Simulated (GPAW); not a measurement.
**1 ML Co on Ta(001), 2 substrate layers: a ladder in the k mesh**

Aim: see how far moments and order energies of 1 ML Co on Ta(001), 2 substrate layers move with the k mesh, and what each rung costs.

Program: GPAW 26.7.0. Level of theory: LDA; plane waves with GPAW's PAW setups, scalar-relativistic. Results are calculated unless marked as measured.

This is a report of a sequence of runs, with most program output left out.

### Step 1. The starting structure

The cell holds 3 atoms: 2 Ta and 1 Co. Cell: a = 3.303 Å, b = 3.303 Å, c = 16.966 Å, α = 90.0°, β = 90.0°, γ = 90.0°. pseudomorphic film on the substrate's lattice, hard-sphere layer spacings, unrelaxed, 14 A of vacuum. Vacuum lies along c.

### Step 2. Rung 1 (mesh 4×4×1), start ferro +

The ladder starts at a coarse mesh; cost grows with the number of points.

The input, order1.py:

```python
import json
import numpy as np
from ase import Atoms
from ase.parallel import paropen, parprint
from gpaw import GPAW

atoms = Atoms(['Ta', 'Ta', 'Co'],
    cell=[[3.30256, 0.0, 0.0],
         [0.0, 3.30256, 0.0],
         [0.0, 0.0, 16.966278]],
    scaled_positions=[[0.0, 0.0, 0.412583],
         [0.5, 0.5, 0.50991],
         [0.0, 0.0, 0.587417]],
    pbc=True,
    magmoms=[0.0, 0.0, 2.0])
atoms.calc = GPAW(mode={'name': 'pw', 'ecut': 550},
    xc='LDA',
    kpts={'size': (4, 4, 1), 'gamma': True},
    occupations={'name': 'fermi-dirac', 'width': 0.1},
    convergence={'density': 1e-05, 'energy': 1e-05},
    maxiter=200,
    symmetry={'tolerance': 1e-4},
    txt='order1.txt')
e = atoms.get_potential_energy(force_consistent=True)
res = {'free_energy': e, 'energy_sigma0': atoms.get_potential_energy(), 'fermi_energy': atoms.calc.get_fermi_level()}
res['moments'] = atoms.get_magnetic_moments().tolist()
res['total'] = atoms.get_magnetic_moment()
parprint('site moments (muB):', np.round(res['moments'], 3))
parprint(f"total moment: {res['total']:.3f} muB")
parprint(f'free energy: {e:.6f} eV')
atoms.calc.write('order1.gpw')
with paropen('results.json', 'w') as f:
    json.dump(res, f)
```

Command:

```bash
OMP_NUM_THREADS=1 mpirun -n 2 gpaw python order1.py > order1.log
```

Elapsed: 20 s, on 2 MPI ranks of Intel Xeon 6975P-C (Granite Rapids), shared host; peak memory 0.5 GiB.

Spin moment in the augmentation sphere by atom:

```
atom  spin moment in the augmentation sphere (μB)
 Ta1                                       -0.034
 Ta2                                       -0.064
 Co3                                        0.736
```

Read from the output:

| Property | Result |
| --- | --- |
| magnetization | 0.6917 μB |
| final state | ferromagnetic |

After 23 cycles the largest moment stands at 0.736 μB.

### Step 3. Rung 1 (mesh 4×2×1), start antiferro q=(0,1/2,0) +-

The second start gives the energy difference between the two end states, the quantity that is followed up the ladder. Its q is in fractions of the reciprocal vectors of the first run's cell.

The input, order2.py:

```python
import json
import numpy as np
from ase import Atoms
from ase.parallel import paropen, parprint
from gpaw import GPAW

atoms = Atoms(['Ta', 'Ta', 'Ta', 'Ta', 'Co', 'Co'],
    cell=[[3.30256, 0.0, 0.0],
         [0.0, 6.60512, 0.0],
         [0.0, 0.0, 16.966278]],
    scaled_positions=[[0.0, 0.0, 0.412583],
         [0.0, 0.5, 0.412583],
         [0.5, 0.25, 0.50991],
         [0.5, 0.75, 0.50991],
         [0.0, 0.0, 0.587417],
         [0.0, 0.5, 0.587417]],
    pbc=True,
    magmoms=[0.0, 0.0, 0.0, 0.0, 2.0, -2.0])
atoms.calc = GPAW(mode={'name': 'pw', 'ecut': 550},
    xc='LDA',
    kpts={'size': (4, 2, 1), 'gamma': True},
    occupations={'name': 'fermi-dirac', 'width': 0.1},
    convergence={'density': 1e-05, 'energy': 1e-05},
    maxiter=200,
    symmetry={'tolerance': 1e-4},
    txt='order2.txt')
e = atoms.get_potential_energy(force_consistent=True)
res = {'free_energy': e, 'energy_sigma0': atoms.get_potential_energy(), 'fermi_energy': atoms.calc.get_fermi_level()}
res['moments'] = atoms.get_magnetic_moments().tolist()
res['total'] = atoms.get_magnetic_moment()
parprint('site moments (muB):', np.round(res['moments'], 3))
parprint(f"total moment: {res['total']:.3f} muB")
parprint(f'free energy: {e:.6f} eV')
atoms.calc.write('order2.gpw')
with paropen('results.json', 'w') as f:
    json.dump(res, f)
```

Command:

```bash
OMP_NUM_THREADS=1 mpirun -n 2 gpaw python order2.py > order2.log
```

Elapsed: 83 s, on 2 MPI ranks; peak memory 0.8 GiB; 2.8 min of CPU time.

Spin moment in the augmentation sphere by atom:

```
atom  spin moment in the augmentation sphere (μB)
 Ta1                                        0.118
 Ta2                                       -0.118
 Ta3                                        0.000
 Ta4                                        0.000
 Co5                                        0.855
 Co6                                       -0.854
```

Read from the output:

```
magnetization : 0 μB
final state   : antiferromagnetic
```

This start lies -5.6 meV a seeded atom from the first; its largest moment is 0.855 μB.

### Step 4. Rung 2 (mesh 4×4×1), start ferro +

order1.py is that of step 2.

Command:

```bash
OMP_NUM_THREADS=1 mpirun -n 2 gpaw python order1.py > order1.log
```

Elapsed: 20 s, on 2 MPI ranks; peak memory 0.5 GiB; 39 s of CPU time.

This step gave:

```yaml
magnetization: 0.6917 μB
final_state: ferromagnetic
largest_moment: 0.7356 μB
```

The largest moment is that of rung 1, at 0.98 times its CPU time.

### Step 5. Rung 2 (mesh 4×2×1), start antiferro q=(0,1/2,0) +-

order2.py is that of step 3.

Command:

```bash
OMP_NUM_THREADS=1 mpirun -n 2 gpaw python order2.py > order2.log
```

The job ended after 75 s (2 MPI ranks; peak memory 0.79 GiB; 2.5 min of CPU time).

Read from the output:

```
magnetization  : 0 μB
final state    : antiferromagnetic
largest moment : 0.8545 μB
```

This start lies -5.6 meV a seeded atom from the first, a change of -0.0 meV since rung 1; its largest moment is 0.854 μB.

### Step 6. Rung 3 (mesh 6×6×1), start ferro +

order1.py is the script of step 4 with these lines changed:

```diff
@@ -17,3 +17,3 @@
     xc='LDA',
-    kpts={'size': (4, 4, 1), 'gamma': True},
+    kpts={'size': (6, 6, 1), 'gamma': True},
     occupations={'name': 'fermi-dirac', 'width': 0.1},
```

Command:

```bash
OMP_NUM_THREADS=1 mpirun -n 2 gpaw python order1.py > order1.log
```

It took 32 s on 2 MPI ranks; peak memory 0.52 GiB.

Read from the output:

```yaml
magnetization: 0.3965 μB
final_state: ferromagnetic
largest_moment: 0.4521 μB
```

The largest moment moves by -0.28 μB from rung 2, at 1.6 times its CPU time.

### Step 7. Rung 3 (mesh 6×3×1), start antiferro q=(0,1/2,0) +-

order2.py is the script of step 5 with these lines changed:

```diff
@@ -20,3 +20,3 @@
     xc='LDA',
-    kpts={'size': (4, 2, 1), 'gamma': True},
+    kpts={'size': (6, 3, 1), 'gamma': True},
     occupations={'name': 'fermi-dirac', 'width': 0.1},
```

Command:

```bash
OMP_NUM_THREADS=1 mpirun -n 2 gpaw python order2.py > order2.log
```

Wall time 95 s (2 MPI ranks); peak memory 0.82 GiB.

Read from the output:

```
magnetization  : 0 μB
final state    : antiferromagnetic
largest moment : 0.7369 μB
```

This start lies -5.8 meV a seeded atom from the first, a change of -0.2 meV since rung 2; its largest moment is 0.737 μB.

### Step 8. Rung 4 (mesh 8×8×1), start ferro +

order1.py is the script of step 6 with these lines changed:

```diff
@@ -17,3 +17,3 @@
     xc='LDA',
-    kpts={'size': (6, 6, 1), 'gamma': True},
+    kpts={'size': (8, 8, 1), 'gamma': True},
     occupations={'name': 'fermi-dirac', 'width': 0.1},
```

Command:

```bash
OMP_NUM_THREADS=1 mpirun -n 2 gpaw python order1.py > order1.log
```

Elapsed: 41 s, on 2 MPI ranks; peak memory 0.56 GiB; 81 s of CPU time.

Read from the output:

- magnetization: 0.5351 μB
- final state: ferromagnetic
- largest moment: 0.5884 μB

The largest moment moves by +0.14 μB from rung 3, at 1.3 times its CPU time.

### Step 9. Rung 4 (mesh 8×4×1), start antiferro q=(0,1/2,0) +-

order2.py is the script of step 7 with these lines changed:

```diff
@@ -20,3 +20,3 @@
     xc='LDA',
-    kpts={'size': (6, 3, 1), 'gamma': True},
+    kpts={'size': (8, 4, 1), 'gamma': True},
     occupations={'name': 'fermi-dirac', 'width': 0.1},
```

Command:

```bash
OMP_NUM_THREADS=1 mpirun -n 2 gpaw python order2.py > order2.log
```

It took 2.8 min on 2 MPI ranks; peak memory 0.96 GiB.

Read from the output:

* magnetization: 0 μB
* final state: antiferromagnetic
* largest moment: 0.7334 μB

This start lies -3.1 meV a seeded atom from the first, a change of +2.6 meV since rung 3; its largest moment is 0.733 μB.

### Step 10. Rung 5 (mesh 12×12×1), start ferro +

order1.py is the script of step 8 with these lines changed:

```diff
@@ -17,3 +17,3 @@
     xc='LDA',
-    kpts={'size': (8, 8, 1), 'gamma': True},
+    kpts={'size': (12, 12, 1), 'gamma': True},
     occupations={'name': 'fermi-dirac', 'width': 0.1},
```

Command:

```bash
OMP_NUM_THREADS=1 mpirun -n 2 gpaw python order1.py > order1.log
```

Run time: 73 s. Hardware: 2 MPI ranks; peak memory 0.64 GiB.

This step gave:

| Item | Value |
| --- | --- |
| magnetization | 0.5472 μB |
| final state | ferromagnetic |
| largest moment | 0.5860 μB |

The largest moment is that of rung 4, at 1.8 times its CPU time.

### Step 11. Rung 5 (mesh 12×6×1), start antiferro q=(0,1/2,0) +-

order2.py is the script of step 9 with these lines changed:

```diff
@@ -20,3 +20,3 @@
     xc='LDA',
-    kpts={'size': (8, 4, 1), 'gamma': True},
+    kpts={'size': (12, 6, 1), 'gamma': True},
     occupations={'name': 'fermi-dirac', 'width': 0.1},
```

Command:

```bash
OMP_NUM_THREADS=1 mpirun -n 2 gpaw python order2.py > order2.log
```

Run time: 5.1 min. Hardware: 2 MPI ranks; peak memory 1.2 GiB.

Read from the output:

* magnetization: 0 μB
* final state: antiferromagnetic
* largest moment: 0.7285 μB

This start lies -3.2 meV a seeded atom from the first, a change of -0.1 meV since rung 4; its largest moment is 0.729 μB.

### Step 12. The rungs together

Ladder, by row:

```
rung     mesh  state from the first start  state from the second start  second less first (meV a seeded atom)  moment, first (μB)  moment, second (μB)  CPU time (s)
   1    4x4x1               ferromagnetic            antiferromagnetic                                 -5.597              0.7356               0.8545         205.6
   2    4x4x1               ferromagnetic            antiferromagnetic                                 -5.597              0.7356               0.8545         188.4
   3    6x6x1               ferromagnetic            antiferromagnetic                                 -5.752              0.4521               0.7369         251.8
   4    8x8x1               ferromagnetic            antiferromagnetic                                 -3.114              0.5884               0.7334         412.2
   5  12x12x1               ferromagnetic            antiferromagnetic                                 -3.205               0.586               0.7285         755.7
```

### Step 13. Outcome

* range of the moment in the table, second start: 0.729 to 0.855 μB
* range of CPU time: 3.1 min to 13 min
* range of the energy difference: -5.75 to -3.11 meV a seeded atom
* first rung from which all stay within 2 meV of the last: 4

In words: From rung 4 on the result stays within 0.091 meV of the last rung, inside the margin of 2 meV set for it, at 55 % of the last rung's cost. The second start ends lower on every rung of the table; whether functional and cell give the true order is another question. Rungs 1 and 2 have the same input, so their agreement tests nothing.

[Logs and program files are shortened in this print: banners, set-up blocks, solver, clock and traceback lines can be left out without a mark of their own.]

[Logs are printed without paths, hosts, clocks, repeated set-up lines and the standing remarks that a program may print on its own settings, such as how far it seeks lower states.]

[Hosts, paths, dates, database ids (printed as entryN), source tags and the programs' standing remarks are cut or masked in the printed files.]

[Where a cell is said to come from a database of computed structures, the database is the Materials Project.]
